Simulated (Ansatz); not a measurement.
**Cd in Ansatz: the effect of functional**

Crystal: Cd.

```
CELL_PARAMETERS angstrom
2.91806 0.00000 0.00000
-1.45903 2.52711 0.00000
0.00000 0.00000 5.50297
ATOMIC_POSITIONS crystal
Cd 0.66667 0.33333 0.75000
Cd 0.33333 0.66667 0.25000
```

The cell isn't the ideal one: volume scaled by 0.94.

Alike in all runs:

| Property | Result |
| --- | --- |
| Program | Ansatz 0.2.0 |
| Task | single point |
| Potentials or basis | Ansatz PAW |
| k mesh | 10 × 10 × 5 |
| Occupations | fermi-dirac, width 0.05 eV |
| Spin | no spin polarisation |

```csv
functional,cutoff,pressure (GPa)
LDA,420 eV (not typed: the program's choice for these potentials),-0.9
r2SCAN,500 eV (not typed: the program's choice for these potentials),5.0
PBE,420 eV (not typed: the program's choice for these potentials),?
```

Task: What does the run with functional PBE give?

Result: Pressure 7.4 GPa.

Caveats: the PAW data sets come from PBE, with cores solved anew for the run's functional, which leaves a small shift of forces and pressure (some runs).
